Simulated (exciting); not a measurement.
# InP under changes of volume

One of the cells (25.167 Å³/atom); the others are scaled copies at fixed shape and fractional positions:

```
In P
1.0
     0.00000    2.93050    2.93050
     2.93050    0.00000    2.93050
     2.93050    2.93050    0.00000
In P
1 1
Direct
  0.00000 0.00000 0.00000
  0.75000 0.75000 0.75000
```

```yaml
Program: exciting (release sodium)
Functional: optB88 exchange with PBE correlation
Potentials_or_basis: all-electron LAPW+lo, shipped species files, valence relativity iora*
rgkmax: 7.8
k_mesh: 5 × 5 × 5
Occupations: methfessel-paxton, width 0.01 eV
Spin: no spin polarisation
```

```tsv
volume (Å³/atom)	energy over the lowest point (meV/atom)	gap on the mesh (eV)
23.657	?	?
24.160	23.50	0.86
24.663	10.89	0.75
25.167	3.28	0.64
25.670	0.00	0.54
26.173	1.50	0.43
26.677	6.30	0.33
```

What does the run at 23.657 Å³/atom give?

Energy over the lowest point 41.14 meV/atom; gap on the mesh 0.97 eV.

Worked out: A Birch-Murnaghan fit of order 3 (a polynomial in V^(-2/3)) to the other rows has its minimum at 25.78 Å³/atom with B0 = V·E''(V) = 67 GPa and B' = 3.6. It gives 41.66 meV/atom at 23.657 Å³/atom, against the run's 41.14. A straight line through the other rows of the gap, of slope -5.35 eV per unit of ln V (its deformation potential), extrapolates to 0.97 eV, against the run's 0.97.

Caveats: spin-orbit coupling is left out, which moves the levels of the heavy elements.
